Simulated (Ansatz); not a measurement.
# CsSnI3: single point with PBEsol

Crystal: CsSnI3.

```
Cs I Sn
1.0
     6.20570    0.00000    0.00000
     0.00000    6.20570    0.00000
     0.00000    0.00000    6.20570
Cs I Sn
1 3 1
Cartesian
  0.0000 0.0000 0.0000
  3.1029 3.1029 0.0000
  3.1029 0.0000 3.1029
  0.0000 3.1029 3.1029
  3.1029 3.1029 3.1029
```

```
Program             : Ansatz 0.2.0
Task                : single point
Functional          : PBEsol
Potentials or basis : Ansatz PAW
Cutoff              : 420 eV (not typed: the program's choice for these potentials)
k mesh              : 5 × 5 × 5
Occupations         : fermi-dirac, width 0.05 eV
Spin                : no spin polarisation
```

- Pressure: -0.7 GPa
- Band gap on the k mesh: 1.73 eV, direct

Levels at points of the mesh, in eV from the valence-band top:
| k point | band 35 | band 36 | band 37 | band 38 | band 39 | band 40 |
| --- | --- | --- | --- | --- | --- | --- |
| (0.00, 0.00, 0.00) | -1.25 | -1.25 | -1.25 | 3.00 | 3.97 | 3.97 |

It took 2.6 s on 2 threads of AMD EPYC 7R43 64-Core Processor (Zen 3), with other jobs on the host, peak memory 0.61 GiB.

Caveat: odd divisions of the mesh miss points on the zone boundary, where band edges often lie, so the gap on the mesh can be too wide; spin-orbit coupling is left out, which moves the levels of the heavy elements; the cell was measured hot, at 500 K; the PAW data sets come from PBE, with cores solved anew for the run's functional, which leaves a small shift of forces and pressure. A k mesh can miss the band edges.
